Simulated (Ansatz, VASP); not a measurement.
**One calculation of NaCl, two programs**

File INCAR:

```
SYSTEM = NaCl
  ALGO = Normal
  EDIFF = 1E-7
  ENCUT = 520
  ISIF = 2
  ISMEAR = 0
  LASPH = .True.
  LCHARG = .False.
  LREAL = .False.
  LWAVE = .False.
  NBANDS = 14
  NELM = 100
  PREC = Accurate
  SIGMA = 0.05
```

KPOINTS

```
k-points
0
Gamma
  6 6 6
  0 0 0
```

Contents of POSCAR:

```
NaCl
1.0
    3.3621024000      0.0000000000      0.0000000000
    0.0000000000      3.3621024000      0.0000000000
    0.0000000000      0.0000000000      3.5021900000
Na Cl
1 1
Direct
    0.0000000000      0.0000000000      0.0000000000
    0.5000000000      0.5000000000      0.5000000000
```

Input for Ansatz:

```yaml
crystal:
  lattice:
    - [3.3621024, 0.0, 0.0]
    - [0.0, 3.3621024, 0.0]
    - [0.0, 0.0, 3.50219]
  atoms:
    - { symbol: Na, position: [0.0, 0.0, 0.0] }
    - { symbol: Cl, position: [0.5, 0.5, 0.5] }
basis:
  ecutwfc: 420
kpoints:
  mp_grid: { grid: [6, 6, 6] }
hamiltonian:
  xc: lda
scf:
  occupations: { method: gaussian, width: 0.05 }
output:
  forces: true
  stress: true
  eigenvalues: true
```

Change from the starting cell: strain -0.040 along x and y, +0.000 along z, atoms carried along.

Alike in both runs: task single point; functional LDA; k mesh 6 × 6 × 6; occupations gaussian, width 0.05 eV; no spin polarisation.

```csv
,VASP,Ansatz
version,VASP 6.6.1,Ansatz 0.2.0
potentials or method,"VASP PAW LDA potentials, release 64 (Na_pv, Cl)","scalar-relativistic, plane waves, PAW"
plane-wave cutoff (eV),520,420
valence electrons in the cell,14,16
```

Ansatz gave:

- gap on the k mesh at the Fermi level (eV): 3.75
- least direct gap on the mesh (eV): 4.30
- pressure (GPa): -1.1
- largest component of the traceless stress (GPa): 2.26

Estimate VASP's values.

gap on the k mesh at the Fermi level (eV): 3.76; least direct gap on the mesh (eV): 4.31; pressure (GPa): -1.1; largest component of the traceless stress (GPa): 2.26.

The two sets of potentials don't hold the same shells in valence.

A k mesh can miss the band edges.
